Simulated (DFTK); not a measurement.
Wanted: the native input for a DFTK 0.8.2 run.

```yaml
Task: equation of state
Functional: PBE
Potentials_or_basis: dojo.nc.sr.pbe.v0_4_1.standard.upf (PBE)
Cutoff: 1197 eV
k_mesh: 9 × 9 × 9
Occupations: fermi-dirac, width 0.05 eV
Spin: no spin polarisation
Valence_electrons: Be 4, S 6
Volume_scales: "[0.94, 0.96, 0.98, 1.0, 1.02, 1.04, 1.06]"
SCF_tolerance_on_the_density: 1e-06
```

The system is BeS.

```
CELL_PARAMETERS angstrom
0.00000 2.42500 2.42500
2.42500 0.00000 2.42500
2.42500 2.42500 0.00000
ATOMIC_POSITIONS crystal
S 0.75000 0.75000 0.75000
Be 0.00000 0.00000 0.00000
```

The input as run:

run.jl

```julia
using DFTK
using PseudoPotentialData
using Unitful, UnitfulAtomic
using LinearAlgebra, Printf
include("save.jl")
disable_threading()

# lattice vectors are the columns
lattice = austrip(1u"Å") * [           0.0          2.425          2.425;
                    2.425            0.0          2.425;
                    2.425          2.425            0.0]
symbols   = [:S, :Be]
positions = [[0.75, 0.75, 0.75],
             [0.0, 0.0, 0.0]]
pseudopotentials = PseudoFamily("dojo.nc.sr.pbe.v0_4_1.standard.upf")
elements = Dict(s => ElementPsp(s, pseudopotentials) for s in unique(symbols))
atoms    = [elements[s] for s in symbols]

build_model(lattice, positions; symmetries=true) =
    model_DFT(lattice, atoms, positions;
              functionals=PBE(),
              temperature=austrip(0.05u"eV"),
              smearing=Smearing.FermiDirac(),
              symmetries)
Ecut  = 44.0  # hartree
kgrid = [9, 9, 9]
tol   = 1e-6
to_GPa = ustrip(uconvert(u"GPa", 1u"hartree/bohr^3"))

results["points"] = []
for scale in [0.94, 0.96, 0.98, 1.0, 1.02, 1.04, 1.06]
    println("\n=== scale = ", scale)
    model = build_model(cbrt(scale) * lattice, positions)
    basis = PlaneWaveBasis(model; Ecut, kgrid)
    t0 = time()
    scfres = self_consistent_field(basis;
                                   tol,
                                   nbandsalg=AdaptiveBands(model; n_bands_converge=10))
    seconds = time() - t0
    @printf "SCF: %d iterations, %.1f s\n" scfres.n_iter seconds
    forces = compute_forces_cart(scfres)
    stress = compute_stresses_cart(scfres)
    @printf "V = %.5f Å^3  F = %.8f Ha  max force = %.5f eV/Å  p = %.4f GPa\n" ustrip(auconvert(u"Å^3", model.unit_cell_volume)) scfres.energies.total ustrip(auconvert(u"eV/Å", maximum(norm, forces))) (-tr(stress) / 3 * to_GPa)
    push!(results["points"], save_scf!(scfres; forces, stress, d=Dict{String,Any}("seconds" => seconds, "n_matvec" => get(scfres, :n_matvec, 0))))
end

# third-order Birch-Murnaghan fit in x = V^(-2/3)
V = [0.94, 0.96, 0.98, 1.0, 1.02, 1.04, 1.06] * abs(det(lattice))
E = [p["total"] for p in results["points"]]
x = V .^ (-2 / 3)
c = [x .^ 0 x x .^ 2 x .^ 3] \ E
Δ = c[3]^2 - 3c[2] * c[4]
if Δ > 0
    x0 = (-c[3] + sqrt(Δ)) / 3c[4]
    B0 = 4 / 9 * x0^(7 / 2) * (2c[3] + 6c[4] * x0)
    @printf "V0 = %.4f Å^3  B0 = %.2f GPa\n" ustrip(auconvert(u"Å^3", x0^(-3 / 2))) B0 * to_GPa
end
```

Potentials or basis: dojo.nc.sr.pbe.v0_4_1.standard.upf (PBE).

Run with:

```bash
$ julia --threads=1 run.jl  # save.jl only writes the numbers to a file and isn't shown; printed stress counts tension as positive; times include loading and compiling
```

Results of the run:

| Item | Value |
| --- | --- |
| Equilibrium volume | 14.52 Å³/atom |
| Bulk modulus | 93 GPa |
| Pressure derivative of the bulk modulus | 3.8 |

It took 31 min on 1 thread of Intel(R) Xeon(R) Platinum 8175M CPU @ 2.50GHz (Skylake/Cascade Lake) (shared host), peak memory 1.9 GiB.
